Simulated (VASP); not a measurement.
# Al (Im-3m) in VASP: notebook

One crystal, Al, is run at these levels: PBE; tasks: single point.

Program: VASP 6.6.1. These are calculated values, not measurements. Logs are shortened: lines on timing, memory, paths and dates and some standing lists are left out, and cuts for length are marked.

### 1 The structure

Symmetry: Im-3m, No. 229, cubic system. The conventional cell has a = 3.214 Å, b = 3.214 Å, c = 3.214 Å, α = 90.00°, β = 90.00°, γ = 90.00°. Al (site symmetry m-3m) is surrounded by 8 Al at 2.78 Å.

The cell was built by a generator and needn't be a form met in nature.

### 2 Single point, PBE

The input, INCAR:

```
SYSTEM = Al
ALGO = Normal ; EDIFF = 1E-6
ENCUT = 520 ; GGA = PE
ISIF = 2 ; ISMEAR = 0
LASPH = .TRUE. ; LCHARG = .TRUE.
LELF = .TRUE. ; LREAL = .FALSE.
LVHAR = .TRUE. ; LWAVE = .FALSE.
NBANDS = 8 ; NELM = 80
PREC = Accurate ; SIGMA = 0.05
```

The input, KPOINTS:

```
k-points
0
G
  18 18 18
  0 0 0
```

The input, POSCAR:

```
Al
1.0
   -1.6072425570      1.6072425570      1.6072425570
    1.6072425570     -1.6072425570      1.6072425570
    1.6072425570      1.6072425570     -1.6072425570
Al
1
Direct
    0.0000000000      0.0000000000      0.0000000000
```

Potentials or basis: VASP PAW PBE potentials, release 64 (Al).

The run is started by

```bash
$ cat potpaw_PBE.64/Al/POTCAR > POTCAR
$ mpirun -np 1 vasp_std > vasp.out
```

OUTCAR:

```text
SYSTEM = Al
   EDIFF = 1E-6
   ENCUT = 520
   GGA = PE
   ISIF = 2
   ISMEAR = 0
   LASPH = .TRUE.
   LREAL = .FALSE.
   NELM = 80
   PREC = Accurate

 ion  position               nearest neighbor table
   1  0.000  0.000  0.000-

  LATTYP: Found a body centered cubic cell.
 ALAT       =     3.2144851140

  Lattice vectors:

 A1 = (  -1.6072425570,   1.6072425570,   1.6072425570)
 A2 = (   1.6072425570,  -1.6072425570,   1.6072425570)
 A3 = (   1.6072425570,   1.6072425570,  -1.6072425570)

Analysis of symmetry for initial positions (statically):
=====================================================================
 Subroutine PRICEL returns:
 Original cell was already a primitive cell.

 Routine SETGRP: Setting up the symmetry group for a
 body centered cubic supercell.

 Subroutine GETGRP returns: Found 48 space group operations
 (whereof 48 operations were pure point group operations)
 out of a pool of 48 trial point group operations.

The static configuration has the point symmetry O_h .

Analysis of symmetry for dynamics (positions and initial velocities):
=====================================================================
 Subroutine PRICEL returns:
 Original cell was already a primitive cell.

 Routine SETGRP: Setting up the symmetry group for a
 body centered cubic supercell.

 Subroutine GETGRP returns: Found 48 space group operations
 (whereof 48 operations were pure point group operations)
 out of a pool of 48 trial point group operations.

The dynamic configuration has the point symmetry O_h .

 Subroutine INISYM returns: Found 48 space group operations
 (whereof 48 operations are pure point group operations),
 and found     1 'primitive' translations

----------------------------------------------------------------------------------------

                                     Primitive cell

  volume of cell :      16.6075

  direct lattice vectors                    reciprocal lattice vectors
    -1.607242557  1.607242557  1.607242557     0.000000000  0.311091812  0.311091812
     1.607242557 -1.607242557  1.607242557     0.311091812  0.000000000  0.311091812
     1.607242557  1.607242557 -1.607242557     0.311091812  0.311091812  0.000000000

  length of vectors
     2.783825769  2.783825769  2.783825769     0.439950260  0.439950260  0.439950260

  position of ions in fractional coordinates (direct lattice)
     0.000000000  0.000000000  0.000000000

  ion indices of the primitive-cell ions
   primitive index   ion index
                 1           1

----------------------------------------------------------------------------------------

 KPOINTS: k-points

Automatic generation of k-mesh.
 Grid dimensions read from file:
 generate k-points for:   18   18   18

 Generating k-lattice:

  Cartesian coordinates                     Fractional coordinates (reciprocal lattice)
     0.000000000  0.017282878  0.017282878     0.055555556  0.000000000  0.000000000
     0.017282878  0.000000000  0.017282878     0.000000000  0.055555556  0.000000000
     0.017282878  0.017282878  0.000000000     0.000000000  0.000000000  0.055555556

  Length of vectors
     0.024441681  0.024441681  0.024441681

  Shift w.r.t. Gamma in fractional coordinates (k-lattice)
     0.000000000  0.000000000  0.000000000

 Subroutine IBZKPT returns following result:
 ===========================================

 Found    195 irreducible k-points:

 Following reciprocal coordinates:
            Coordinates               Weight
  0.000000  0.000000  0.000000      1.000000
  0.055556  0.000000  0.000000     12.000000
  0.111111  0.000000  0.000000     12.000000
  0.166667  0.000000  0.000000     12.000000
  0.222222  0.000000  0.000000     12.000000
  0.277778  0.000000  0.000000     12.000000
[... 16 lines left out ...]
  0.333333  0.111111  0.000000     48.000000
  0.388889  0.111111  0.000000     48.000000
 [... further k-points ...]
   k-points           NKPTS =    195   k-points in BZ     NKDIM =    195   number of bands    NBANDS=      8
   number of dos      NEDOS =    301   number of ions     NIONS =      1
   total plane-waves  NPLWV =  13824
   dimension x,y,z NGX =    24 NGY =   24 NGZ =   24
   dimension x,y,z NGXF=    48 NGYF=   48 NGZF=   48
   ions per type =               1
   NGX,Y,Z   is equivalent  to a cutoff of  14.33, 14.33, 14.33 a.u.
   NGXF,Y,Z  is equivalent  to a cutoff of  28.66, 28.66, 28.66 a.u.
 SYSTEM =  Al
   PREC   = accura    normal or accurate (medium, high low for compatibility)
   ISTART =      0    job   : 0-new  1-cont  2-samecut
   ICHARG =      2    charge: 1-file 2-atom 10-const
   ISPIN  =      1    spin polarized calculation?
   LNONCOLLINEAR =      F non collinear calculations
   LSORBIT =      F    spin-orbit coupling
   LASPH  =      T    aspherical Exc in radial PAW
   ENCUT  =  520.0 eV  38.22 Ry    6.18 a.u.   5.18  5.18  5.18*2*pi/ulx,y,z
   NELM   =     80;   NELMIN=  2; NELMDL= -5     # of ELM steps
   EDIFF  = 0.1E-05   stopping-criterion for ELM
   LREAL  =      F    real-space projection
   EDIFFG = 0.1E-04   stopping-criterion for IOM
   NSW    =      0    number of steps for IOM
   IBRION =     -1    ionic relax: 0-MD 1-quasi-New 2-CG
   NFREE  =      0    steps in history (QN), initial steepest desc. (CG)
   ISIF   =      2    stress and relaxation
   ISYM   =      2    0-nonsym 1-usesym 2-fastsym
   POTIM  = 0.5000    time-step for ionic-motion
   TEBEG  =    0.0;   TEEND  =   0.0 temperature during run
   PSTRESS=    0.0 pullay stress
   NELECT =       3.0000    total number of electrons
   NUPDOWN=      -1.0000    fix difference up-down
   EMIN   =  10.00;   EMAX   =-10.00  energy-range for DOS
   EFERMI =   0.00;   METHOD = LEGACY
   ISMEAR =     0;   SIGMA  =   0.05  broadening in eV -4-tet -1-fermi 0-gaus
   EFERMI_NEDOS =   21; number of points for ismear=-14 and -15
   IALGO  =     38    algorithm
   IMIX   =      4    mixing-type and parameters
     AMIX     =   0.40;   BMIX     =  1.00
     AMIX_MAG =   1.60;   BMIX_MAG =  1.00
  volume/ion in A,a.u.               =      16.61       112.07
  Fermi-wavevector in a.u.,A,eV,Ry     =   0.925438  1.748824 11.652503  0.856435
  Thomas-Fermi vector in A             =   2.051292
   LORBIT       =      0    0 simple, 1 ext, 2 COOP (PROOUT), +10 PAW based schemes
   GGA     = PE    functional components
   LHFCALC =     F    Hartree Fock is set to
   AEXX    =    0.0000 exact exchange contribution
   IVDW    =     0    specifies the selected vdW correction
   LEPSILON=     F    determine dielectric tensor
   LRPA    =     F    only Hartree local field effects (RPA)
 non-spin polarized calculation
 Gauss-broadening in eV      SIGMA  =   0.05
  energy-cutoff  :      520.00
  volume of cell :       16.61
 maximum number of plane-waves:       468
 NGX is ok and might be reduce to    24
   NGX = 11   NGY = 11   NGZ = 11

 number of electron       3.0000000 magnetization

 Free energy of the ion-electron system (eV)
  ---------------------------------------------------
  ext. energy  EPLUGINS =         0.00000000
  ---------------------------------------------------
  free energy    TOTEN  =        -3.65079147 eV

  energy without entropy =       -3.65034415  energy(sigma->0) =       -3.65056781

 E-fermi :   7.9457     XC(G=0): -10.1775

 val. band max:        7.8990110143   @ k =  -0.3889  -0.4444   0.2222
 cond. band min:       7.9488995085   @ k =   0.2778   0.1667   0.0556
 fundamental gap:      0.0498884943
 Fermi energy:         7.9456669811

 k-point     1 :       0.0000    0.0000    0.0000
  band No.  band energies     occupation
      1      -3.1520      2.00000
      2      21.1640      0.00000
      3      21.1640      0.00000
      4      21.1640      0.00000
      5      22.5421      0.00000
      6      22.5421      0.00000
      7      22.5421      0.00000
      8      24.2037      0.00000

 k-point     2 :       0.0556    0.0000    0.0000
  band No.  band energies     occupation
      1      -3.0636      2.00000
      2      19.9901      0.00000
      3      20.4570      0.00000
      4      20.7943      0.00000
      5      22.1743      0.00000
      6      23.0396      0.00000
      7      23.3965      0.00000
      8      23.4143      0.00000

 k-point     3 :       0.1111    0.0000    0.0000
  band No.  band energies     occupation
      1      -2.7985      2.00000
      2      17.8667      0.00000
      3      19.4621      0.00000
      4      19.9787      0.00000
      5      21.3780      0.00000
      6      22.4761      0.00000
      7      23.7383      0.00000
      8      24.3614      0.00000

 k-point     4 :       0.1667    0.0000    0.0000
  band No.  band energies     occupation
      1      -2.3578      2.00000
      2      15.5725      0.00000
      3      18.5623      0.00000
      4      19.0735      0.00000
      5      20.5182      0.00000
      6      21.7203      0.00000
      7      24.4111      0.00000
      8      24.6830      0.00000

 k-point     5 :       0.2222    0.0000    0.0000
  band No.  band energies     occupation
      1      -1.7430      2.00000
      2      13.3128      0.00000
      3      17.7941      0.00000
      4      18.2319      0.00000
      5      19.7338      0.00000
      6      21.0437      0.00000
      7      25.1539      0.00000
      8      25.1661      0.00000
[... 177 lines left out ...]
 k-point    22 :       0.2778    0.1111    0.0000
  band No.  band energies     occupation
      1       0.2587      2.00000
      2       9.3563      0.00000
      3      13.6885      0.00000
      4      16.5289      0.00000
      5      19.9738      0.00000
      6      22.3485      0.00000
      7      24.7688      0.00000
      8      28.6557      0.00000

 k-point    23 :       0.3333    0.1111    0.0000
  band No.  band energies     occupation
      1       1.3773      2.00000
      2       7.4679      2.00000
      3      13.2897      0.00000
      4      16.1540      0.00000
      5      19.5953      0.00000
      6      22.1778      0.00000
      7      25.5578      0.00000
      8      29.2983      0.00000

 k-point    24 :       0.3889    0.1111    0.0000
  band No.  band energies     occupation
      1       2.6532      2.00000
      2       5.7285      2.00000
      3      13.0498      0.00000
      4      15.9277      0.00000
      5      19.3651      0.00000
      6      22.0358      0.00000
      7      26.5250      0.00000
      8      28.9409      0.00000

 [... further k-points ...]

------------------------ aborting loop because EDIFF is reached ----------------------------------------

  FORCE on cell =-STRESS in cart. coord.  units (eV):
  Direction    XX          YY          ZZ          XY          YZ          ZX
  --------------------------------------------------------------------------------------
  -------------------------------------------------------------------------------------
  Total        0.1505332      0.1505332      0.1505332      0.0000000      0.0000000      0.0000000
  in kB       14.5224029     14.5224029     14.5224029      0.0000000      0.0000000      0.0000000
  external PRESSURE =      14.5224029 kB  Pullay stress =       0.0000000 kB

 VOLUME and BASIS-vectors are now :
 -----------------------------------------------------------------------------
  energy-cutoff  :      520.00
  volume of cell :       16.61
      direct lattice vectors                 reciprocal lattice vectors
    -1.607242557  1.607242557  1.607242557     0.000000000  0.311091812  0.311091812
     1.607242557 -1.607242557  1.607242557     0.311091812  0.000000000  0.311091812
     1.607242557  1.607242557 -1.607242557     0.311091812  0.311091812  0.000000000

 POSITION                                       TOTAL-FORCE (eV/Angst)
 -----------------------------------------------------------------------------------
      0.00000      0.00000      0.00000        -0.000000     -0.000000      0.000000
 -----------------------------------------------------------------------------------
    total drift:                                0.000000      0.000000      0.000000

  FREE ENERGIE OF THE ION-ELECTRON SYSTEM (eV)
  ---------------------------------------------------
  free  energy   TOTEN  =        -3.6507914687 eV

  energy  without entropy=       -3.6503441502  energy(sigma->0) =       -3.65056781
```

Wall time 9.4 s (1 thread of Intel Xeon 6975P-C (Granite Rapids), shared host); peak memory 0.14 GiB.

Results:

| Property | Result |
| --- | --- |
| Free energy | -3.6508 eV |
| Pressure | 1.5 GPa |
| Band gap on the k mesh | none (metal or under the smearing width) |

### 3 Single point, PBE

This run uses another cell than the first one, of 16.94 Å³/atom, 1.020 times its volume.

The input, INCAR:

```
SYSTEM = Al
ALGO = Fast ; EDIFF = 1E-6
ENCUT = 520 ; GGA = PE
ISIF = 2 ; ISMEAR = 0
LASPH = .True. ; LCHARG = .False.
LREAL = .False. ; LWAVE = .False.
NBANDS = 8 ; NELM = 80
PREC = Accurate ; SIGMA = 0.05
```

The input, KPOINTS:

```
k-points
0
Gamma
  18 18 18
  0 0 0
```

The input, POSCAR:

```
Al
1.0
   -1.6179561520      1.6179561520      1.6179561520
    1.6179561520     -1.6179561520      1.6179561520
    1.6179561520      1.6179561520     -1.6179561520
Al
1
Direct
    0.0000000000      0.0000000000      0.0000000000
```

Potentials or basis: VASP PAW PBE potentials, release 64 (Al).

The run is started by

```bash
$ cat potpaw_PBE.64/Al/POTCAR > POTCAR
$ mpirun -np 1 vasp_std > vasp.out
```

Run time: 9.1 s. Hardware: 1 thread of Intel Xeon 6975P-C (Granite Rapids), shared host; peak memory 0.14 GiB.

Results (log left out):

- Free energy: -3.6523 eV
- Pressure: 0.0 GPa
- Band gap on the k mesh: none (metal or under the smearing width)

Levels at points of the mesh, in eV from the Fermi level:
```tsv
k point	band 1	band 2	band 3	band 4
(0.00, 0.00, 0.00)	-10.96	13.10	13.10	13.10
(0.50, 0.00, 0.00)	-4.23	-3.84	7.95	8.20
(0.50, 0.50, 0.50)	1.81	1.81	1.81	3.02
```
